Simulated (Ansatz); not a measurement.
# PbO2: how the free axis answers a strain

PbO2, P4_2/mnm, a = 4.997 Å, c = 3.412 Å. The structure is a COD entry; whether it is the stable form wasn't checked. Ansatz: PBEsol, PAW, 420 eV, Γ-centred 8×8×10 mesh on 6 atoms, Gaussian smearing 0.10 eV; no spin polarisation. Series: biaxial strain in the a-b plane, c and atoms relaxed; x is the strain in per cent. y is the change of c in per cent of 3.412 Å.

| x (%) | y (%) |
| --- | --- |
| -4.5 | ? |
| -3.0 | 3.06 |
| -1.5 | 1.43 |
| 0.0 | 0.00 |
| 1.5 | -1.24 |
| 3.0 | -2.31 |
| 4.5 | -3.22 |

Q: Fit y = c1 x + c2 x² to the other rows, say what c1 measures, and predict the missing y.

A: Least squares on the rows shown. y = −0.8959 x + 0.04056 x². With no stress along c, c1 = −2C13/C33 = -0.896. At x = -4.5 the fit asked for gives 4.85 %. The run gave 4.88 %, so the fit is 0.03 % too low, a small miss on the scale of the series.

Spin–orbit coupling is left out, which can shift energies with elements as heavy as these.